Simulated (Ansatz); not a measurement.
# How much does Re in Mo(100), 2x2 scatter?, part 2 of 3

Wanted: the reflection from a plane of defects, Re in Mo(100), 2x2, and the resistivity it implies.

Ansatz 0.2.0; Ansatz plane-wave DFT, PBE, PAW files; ballistic transport by layer matching (Landauer), zero bias; PAW set soft_1 (the session's first sound run).

So far, resistivity per at.% scaled from this dense plane, with the factor 3/4 for isotropic scattering (µΩ cm): step 3 (resistance at ideal sites) 0.401.

## Step 4: Relaxing the neighbours

The neighbours of the defect are let go while the lead's layers stay on their sites, since a lead must repeat to 0.01 Å.

This step: Ansatz plane-wave DFT, PBE, PAW files; relaxation with the lead's layers held; PAW set soft_1 (Ansatz 0.2.0).

File input.yaml:

```yaml
crystal:
  lattice:
    - [6.294, 0.0, 0.0]
    - [0.0, 6.294, 0.0]
    - [0.0, 0.0, 28.323]
  atoms:
    - { symbol: Mo, position: [0.0, 0.0, 0.0277777778] }
    - { symbol: Mo, position: [0.0, 0.5, 0.0277777778] }
    - { symbol: Mo, position: [0.5, 0.0, 0.0277777778] }
    - { symbol: Mo, position: [0.5, 0.5, 0.0277777778] }
    - { symbol: Mo, position: [0.25, 0.25, 0.0833333333] }
    - { symbol: Mo, position: [0.25, 0.75, 0.0833333333] }
    - { symbol: Mo, position: [0.75, 0.25, 0.0833333333] }
    - { symbol: Mo, position: [0.75, 0.75, 0.0833333333] }
    - { symbol: Mo, position: [0.0, 0.0, 0.1388888889] }
    - { symbol: Mo, position: [0.0, 0.5, 0.1388888889] }
    - { symbol: Mo, position: [0.5, 0.0, 0.1388888889] }
    - { symbol: Mo, position: [0.5, 0.5, 0.1388888889] }
    - { symbol: Mo, position: [0.25, 0.25, 0.1944444444] }
    - { symbol: Mo, position: [0.25, 0.75, 0.1944444444] }
    - { symbol: Mo, position: [0.75, 0.25, 0.1944444444] }
    - { symbol: Mo, position: [0.75, 0.75, 0.1944444444] }
    - { symbol: Mo, position: [0.0, 0.0, 0.25] }
    - { symbol: Mo, position: [0.0, 0.5, 0.25] }
    - { symbol: Mo, position: [0.5, 0.0, 0.25] }
    - { symbol: Mo, position: [0.5, 0.5, 0.25] }
    - { symbol: Mo, position: [0.25, 0.25, 0.3055555556] }
    - { symbol: Mo, position: [0.25, 0.75, 0.3055555556] }
    - { symbol: Mo, position: [0.75, 0.25, 0.3055555556] }
    - { symbol: Mo, position: [0.75, 0.75, 0.3055555556] }
    - { symbol: Mo, position: [0.0, 0.0, 0.3611111111] }
    - { symbol: Mo, position: [0.0, 0.5, 0.3611111111] }
    - { symbol: Mo, position: [0.5, 0.0, 0.3611111111] }
    - { symbol: Mo, position: [0.5, 0.5, 0.3611111111] }
    - { symbol: Mo, position: [0.25, 0.25, 0.4166666667] }
    - { symbol: Mo, position: [0.25, 0.75, 0.4166666667] }
    - { symbol: Mo, position: [0.75, 0.25, 0.4166666667] }
    - { symbol: Mo, position: [0.75, 0.75, 0.4166666667] }
    - { symbol: Mo, position: [0.0, 0.0, 0.4722222222] }
    - { symbol: Mo, position: [0.0, 0.5, 0.4722222222] }
    - { symbol: Mo, position: [0.5, 0.0, 0.4722222222] }
    - { symbol: Mo, position: [0.5, 0.5, 0.4722222222] }
    - { symbol: Re, position: [0.25, 0.25, 0.5277777778] }
    - { symbol: Mo, position: [0.25, 0.75, 0.5277777778] }
    - { symbol: Mo, position: [0.75, 0.25, 0.5277777778] }
    - { symbol: Mo, position: [0.75, 0.75, 0.5277777778] }
    - { symbol: Mo, position: [0.0, 0.0, 0.5833333333] }
    - { symbol: Mo, position: [0.0, 0.5, 0.5833333333] }
    - { symbol: Mo, position: [0.5, 0.0, 0.5833333333] }
    - { symbol: Mo, position: [0.5, 0.5, 0.5833333333] }
    - { symbol: Mo, position: [0.25, 0.25, 0.6388888889] }
    - { symbol: Mo, position: [0.25, 0.75, 0.6388888889] }
    - { symbol: Mo, position: [0.75, 0.25, 0.6388888889] }
    - { symbol: Mo, position: [0.75, 0.75, 0.6388888889] }
    - { symbol: Mo, position: [0.0, 0.0, 0.6944444444] }
    - { symbol: Mo, position: [0.0, 0.5, 0.6944444444] }
    - { symbol: Mo, position: [0.5, 0.0, 0.6944444444] }
    - { symbol: Mo, position: [0.5, 0.5, 0.6944444444] }
    - { symbol: Mo, position: [0.25, 0.25, 0.75] }
    - { symbol: Mo, position: [0.25, 0.75, 0.75] }
    - { symbol: Mo, position: [0.75, 0.25, 0.75] }
    - { symbol: Mo, position: [0.75, 0.75, 0.75] }
    - { symbol: Mo, position: [0.0, 0.0, 0.8055555556] }
    - { symbol: Mo, position: [0.0, 0.5, 0.8055555556] }
    - { symbol: Mo, position: [0.5, 0.0, 0.8055555556] }
    - { symbol: Mo, position: [0.5, 0.5, 0.8055555556] }
    - { symbol: Mo, position: [0.25, 0.25, 0.8611111111] }
    - { symbol: Mo, position: [0.25, 0.75, 0.8611111111] }
    - { symbol: Mo, position: [0.75, 0.25, 0.8611111111] }
    - { symbol: Mo, position: [0.75, 0.75, 0.8611111111] }
    - { symbol: Mo, position: [0.0, 0.0, 0.9166666667] }
    - { symbol: Mo, position: [0.0, 0.5, 0.9166666667] }
    - { symbol: Mo, position: [0.5, 0.0, 0.9166666667] }
    - { symbol: Mo, position: [0.5, 0.5, 0.9166666667] }
    - { symbol: Mo, position: [0.25, 0.25, 0.9722222222] }
    - { symbol: Mo, position: [0.25, 0.75, 0.9722222222] }
    - { symbol: Mo, position: [0.75, 0.25, 0.9722222222] }
    - { symbol: Mo, position: [0.75, 0.75, 0.9722222222] }
kpoints:
  mp_grid: { grid: [4, 4, 1] }
hamiltonian:
  xc: pbe
  pseudopotentials: { kind: paw, azcp: { folder: soft_1 } }
scf:
  occupations: { method: fermi_dirac, width: 0.1 }
relax:
  f_tol: 0.03
  max_steps: 40
  constraints:
    - { sites: [0, 1, 2, 3, 4, 5, 6, 7, 8, 9, 10, 11, 12, 13, 14, 15, 16, 17, 18, 19, 52, 53, 54, 55, 56, 57, 58, 59, 60, 61, 62, 63, 64, 65, 66, 67, 68, 69, 70, 71] }
```

The run is started by

```
$ ansatz run input.yaml --threads 4 --pin off --max-ram 15360MiB --backend cpu --events-out ev --progress --plain --runs-dir out
```

Numbers of over 12 decimals in the logs are rounded to 6 here.

The log of the run:

```text
Warning: crystal.symmetry: narrowed to the stabiliser of the relax constraints — unitary ops 16 → 8; lowered at sites 20, 21, 22, 23, 52, 53, 54, 55 (the operations that carried what is held of a site onto what its image site leaves free; the constrained walk keeps no symmetry that its constraints do not admit)
[...]
Crystal: 72 atoms, lattice volume = 1122.000 Å³
Basis set: ecut = 420 eV, 21955 PW (Γ), exchange–correlation on 90×90×384 points (8 copies of the dense FFT grid, shifted against one another)
Bands: 606, of which v1, the nominal top of the filled ones, is band 505 counted from 1 (504 counted from 0)
Symmetry: 8 space group operations
k-points: 6 of 16
[...]
SCF iter   1: F=—  HF=-362815.233382 eV  |F-HF|=—  |Δ(HF+E_count)|=         —  Δρ=1.18e-1  dr2=3.08e3  ethr=3.10e-3  ⟨swp⟩=4.8  Hψ=11392  notcnv=0
[...]
SCF iter   8: F=-362749.644012 eV  HF=-362749.644014 eV  |F-HF|=2.61e-6  |Δ(HF+E_count)|=   4.33e-6  Δρ=6.99e-6  dr2=2.83e-6  ethr=1.60e-9  ⟨swp⟩=3.0  Hψ=9351  notcnv=0
SCF 1 converged in 8 iterations: F = -362749.644012 eV  dr2 = 2.83e-6
[...]
relax step   1: F+E_penalty+E_count = -362749.64401159 eV  Δ(F+E_penalty+E_count) = +0.000e0 eV  max|allowed force component| = 1.143e-1 eV/Å  Δτ_max = 0.0000 Å  (8 SCF iters, dr2 threshold 2.25e-5 eV, accepted)
[...]
iter 1 solved again at ethr=1.52e-5 eV; its pass at ethr=3.10e-3 eV (dr2=1.53e-1 eV) is discarded
[...]
SCF iter   6: F=-362749.638517 eV  HF=-362749.638517 eV  |F-HF|=8.85e-9  |Δ(HF+E_count)|=   9.90e-9  Δρ=1.40e-6  dr2=2.01e-8  ethr=9.91e-12  ⟨swp⟩=3.7  Hψ=12453  notcnv=0
SCF 2 converged in 6 iterations: F = -362749.638517 eV  dr2 = 2.01e-8
relax step   2: F+E_penalty+E_count = -362749.63851661 eV  Δ(F+E_penalty+E_count) = +5.495e-3 eV  max|allowed force component| = 1.457e-1 eV/Å  Δτ_max = 0.0290 Å  (6 SCF iters, rejected (line search))
SCF iter   1: F=—  HF=-362749.648580 eV  |F-HF|=—  |Δ(HF+E_count)|=         —  Δρ=1.17e-3  dr2=8.67e-2  ethr=7.21e-5  ⟨swp⟩=6.8  Hψ=8381  notcnv=0
[...]
SCF iter   6: F=-362749.646564 eV  HF=-362749.646564 eV  |F-HF|=1.23e-8  |Δ(HF+E_count)|=   7.35e-8  Δρ=1.10e-6  dr2=1.97e-8  ethr=9.91e-12  ⟨swp⟩=3.7  Hψ=11851  notcnv=0
SCF 3 converged in 6 iterations: F = -362749.646564 eV  dr2 = 1.97e-8
relax step   3: F+E_penalty+E_count = -362749.64656390 eV  Δ(F+E_penalty+E_count) = -2.552e-3 eV  max|allowed force component| = 1.245e-2 eV/Å  Δτ_max = 0.0100 Å  (6 SCF iters, accepted)
SCF converged after 6 iterations
Free energy (F): -362749.646564 eV
[...]
Internal energy: -362748.021208 eV  (E = F + TS)
E sigma→0 (E₀):  -362748.833886 eV
Entropy (-TS):   -1.625356 eV (-22.574 meV/atom)
Fermi energy:    21.144507 eV
[...]
--- Forces (eV/Å), atoms counted from 1 ---
  atom   1  Mo     0.00160985     0.00160985    -0.00053844
  atom   2  Mo     0.00160985    -0.00160985    -0.00053844
  atom   3  Mo    -0.00160985     0.00160985    -0.00053844
  atom   4  Mo    -0.00160985    -0.00160985    -0.00053844
  atom   5  Mo    -0.00000000     0.00000000    -0.00270385
  atom   6  Mo    -0.00000000     0.00000000    -0.00123275
  atom   7  Mo    -0.00000000    -0.00000000    -0.00123275
  atom   8  Mo     0.00000000     0.00000000     0.00321787
  atom   9  Mo     0.00090486     0.00090486     0.00204550
  atom  10  Mo     0.00090486    -0.00090486     0.00204550
  atom  11  Mo    -0.00090486     0.00090486     0.00204550
  atom  12  Mo    -0.00090486    -0.00090486     0.00204550
  atom  13  Mo     0.00000000     0.00000000     0.00737090
  atom  14  Mo     0.00000000    -0.00000000     0.00746810
  atom  15  Mo     0.00000000     0.00000000     0.00746810
  atom  16  Mo    -0.00000000     0.00000000    -0.00488227
  atom  17  Mo     0.00079045     0.00079045     0.02841527
  atom  18  Mo     0.00079045    -0.00079045     0.02841527
  atom  19  Mo    -0.00079045     0.00079045     0.02841527
  atom  20  Mo    -0.00079045    -0.00079045     0.02841527
  atom  21  Mo     0.00000000     0.00000000     0.00543147
  atom  22  Mo    -0.00000000     0.00000000    -0.00135537
  atom  23  Mo    -0.00000000     0.00000000    -0.00135537
  atom  24  Mo    -0.00000000     0.00000000    -0.01245380
  atom  25  Mo    -0.00019031    -0.00019031    -0.00122304
  atom  26  Mo    -0.00019031     0.00019031    -0.00122304
  atom  27  Mo     0.00019031    -0.00019031    -0.00122304
  atom  28  Mo     0.00019031     0.00019031    -0.00122304
  atom  29  Mo     0.00000000     0.00000000     0.00964782
  atom  30  Mo    -0.00000000     0.00000000    -0.00305396
  atom  31  Mo    -0.00000000     0.00000000    -0.00305396
  atom  32  Mo    -0.00000000    -0.00000000    -0.01057302
  atom  33  Mo     0.00575484     0.00575484     0.00061725
  atom  34  Mo     0.00575484    -0.00575484     0.00061725
  atom  35  Mo    -0.00575484     0.00575484     0.00061725
  atom  36  Mo    -0.00575484    -0.00575484     0.00061725
  atom  37  Re    -0.00000000     0.00000000    -0.00055680
  atom  38  Mo    -0.00000000    -0.00000000    -0.00005380
  atom  39  Mo    -0.00000000     0.00000000    -0.00005380
  atom  40  Mo     0.00000000     0.00000000     0.00037293
[...]
atom  61  Mo     0.00000000    -0.00000000     0.00779755
  atom  62  Mo     0.00000000    -0.00000000    -0.00027233
  atom  63  Mo    -0.00000000    -0.00000000    -0.00027233
  atom  64  Mo     0.00000000    -0.00000000     0.00642550
  atom  65  Mo     0.00089539     0.00089539    -0.00254155
  atom  66  Mo     0.00089539    -0.00089539    -0.00254155
  atom  67  Mo    -0.00089539     0.00089539    -0.00254155
  atom  68  Mo    -0.00089539    -0.00089539    -0.00254155
  atom  69  Mo     0.00000000    -0.00000000     0.00373218
  atom  70  Mo     0.00000000    -0.00000000     0.00198916
  atom  71  Mo     0.00000000    -0.00000000     0.00198916
  atom  72  Mo    -0.00000000     0.00000000    -0.00213851
  max |Σ_I F_I| component: 6.44e-5 eV/Å
--- Relaxed structure (3 steps of the walk, 2 accepted, 0 SCFs on fresh bases) ---
  F+E_penalty+E_count = -362749.64656390 eV   max|allowed force component| = 1.245e-2 eV/Å
  atoms:
    - { symbol: Mo, position: [0.0, 0.0, 0.027778] }
    - { symbol: Mo, position: [0.0, 0.5, 0.027778] }
    - { symbol: Mo, position: [0.5, 0.0, 0.027778] }
    - { symbol: Mo, position: [0.5, 0.5, 0.027778] }
    - { symbol: Mo, position: [0.25, 0.25, 0.083333] }
    - { symbol: Mo, position: [0.25, 0.75, 0.083333] }
    - { symbol: Mo, position: [0.75, 0.25, 0.083333] }
    - { symbol: Mo, position: [0.75, 0.75, 0.083333] }
    - { symbol: Mo, position: [0.0, 0.0, 0.138889] }
    - { symbol: Mo, position: [0.0, 0.5, 0.138889] }
    - { symbol: Mo, position: [0.5, 0.0, 0.138889] }
    - { symbol: Mo, position: [0.5, 0.5, 0.138889] }
    - { symbol: Mo, position: [0.25, 0.25, 0.194444] }
    - { symbol: Mo, position: [0.25, 0.75, 0.194444] }
    - { symbol: Mo, position: [0.75, 0.25, 0.194444] }
    - { symbol: Mo, position: [0.75, 0.75, 0.194444] }
    - { symbol: Mo, position: [0.0, 0.0, 0.250000] }
    - { symbol: Mo, position: [0.0, 0.5, 0.250000] }
    - { symbol: Mo, position: [0.5, 0.0, 0.250000] }
    - { symbol: Mo, position: [0.5, 0.5, 0.250000] }
    - { symbol: Mo, position: [0.25, 0.25, 0.305724] }
    - { symbol: Mo, position: [0.25, 0.75, 0.305617] }
    - { symbol: Mo, position: [0.75, 0.25, 0.305617] }
    - { symbol: Mo, position: [0.75, 0.75, 0.305546] }
    - { symbol: Mo, position: [-4.722425174856606e-5, -4.722425174856618e-5, 0.361260] }
    - { symbol: Mo, position: [-4.722425174856605e-5, 0.500047, 0.361260] }
    - { symbol: Mo, position: [0.500047, -4.722425174856617e-5, 0.361260] }
    - { symbol: Mo, position: [0.500047, 0.500047, 0.361260] }
    - { symbol: Mo, position: [0.25, 0.25, 0.417018] }
    - { symbol: Mo, position: [0.25, 0.75, 0.416812] }
    - { symbol: Mo, position: [0.75, 0.25, 0.416812] }
    - { symbol: Mo, position: [0.75, 0.75, 0.416452] }
    - { symbol: Mo, position: [-0.000136499, -0.000136499, 0.472328] }
    - { symbol: Mo, position: [-0.000136499, 0.500136, 0.472328] }
    - { symbol: Mo, position: [0.500136, -0.000136499, 0.472328] }
    - { symbol: Mo, position: [0.500136, 0.500136, 0.472328] }
    - { symbol: Re, position: [0.25, 0.25, 0.527803] }
    - { symbol: Mo, position: [0.25, 0.75, 0.527803] }
    - { symbol: Mo, position: [0.75, 0.25, 0.527803] }
    - { symbol: Mo, position: [0.75, 0.75, 0.527804] }
    - { symbol: Mo, position: [-0.000134688, -0.000134688, 0.583276] }
[...]
- { symbol: Mo, position: [0.25, 0.25, 0.861111] }
    - { symbol: Mo, position: [0.25, 0.75, 0.861111] }
    - { symbol: Mo, position: [0.75, 0.25, 0.861111] }
    - { symbol: Mo, position: [0.75, 0.75, 0.861111] }
    - { symbol: Mo, position: [0.0, 0.0, 0.916667] }
    - { symbol: Mo, position: [0.0, 0.5, 0.916667] }
    - { symbol: Mo, position: [0.5, 0.0, 0.916667] }
    - { symbol: Mo, position: [0.5, 0.5, 0.916667] }
    - { symbol: Mo, position: [0.25, 0.25, 0.972222] }
    - { symbol: Mo, position: [0.25, 0.75, 0.972222] }
    - { symbol: Mo, position: [0.75, 0.25, 0.972222] }
    - { symbol: Mo, position: [0.75, 0.75, 0.972222] }
```

Elapsed: 4.1 min, on 4 threads of AMD EPYC 9R14 (Zen 4), shared host; peak memory 8.8 GiB; 16 min of CPU time.

The steps of the relaxation:

```
step  energy less that of the first step (eV)  largest force component (eV/Å)
   1                                   0.0000                          0.1143
   2                                   0.0055                          0.1457
   3                                  -0.0026                          0.0125
```

Relaxation step 2 was tried and not accepted.

Numbers from this step:

* free energy: -362749.6466 eV
* energy at zero smearing: -362748.8339 eV

The largest force component on a free atom ends at 0.012 eV/Å, under the tolerance of 0.03, after 3 steps.

(Part 2 of 3 ends here.)

[Logs are printed without paths, hosts, clocks, repeated set-up lines and the standing remarks that a program may print on its own settings, such as how far it seeks lower states.]

[Hosts, paths, dates, database ids (printed as entryN), source tags and the programs' standing remarks are cut or masked in the printed files.]
